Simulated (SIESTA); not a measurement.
SnSe:

```
CELL_PARAMETERS angstrom
0.00000 3.01000 3.01000
3.01000 0.00000 3.01000
3.01000 3.01000 0.00000
ATOMIC_POSITIONS crystal
Sn 0.00000 0.00000 0.00000
Se 0.50000 0.50000 0.50000
```

Measurements of this composition are mostly on another form, of space group No. 62.

Base run:

| Item | Value |
| --- | --- |
| Program | SIESTA 5.4.2 |
| Functional | PBEsol |
| Potentials or basis | PseudoDojo 0.4 standard (PBEsol files) |
| Basis | DZP (energy shift 0.002 Ry) |
| Grid cutoff | 500 Ry |
| Energy shift | 0.002 Ry |
| k mesh | 8 × 8 × 8 |
| Occupations | fermi-dirac, width 0.05 eV |
| Spin | no spin polarisation |

Its results: pressure 0.6 GPa.

The run is repeated on the same cell with these changes: functional from PBEsol to LDA; potentials or basis from PseudoDojo 0.4 standard (PBEsol files) to PseudoDojo 0.4 standard (LDA files). What comes out?

Pressure -0.9 GPa.

Caveats: semicore shells carry a single zeta, which can move pressures by several GPa and volumes by a few percent; the basis of atomic orbitals isn't converged, which shifts pressures, moduli and gaps.

Not every run made on this cell is shown here.
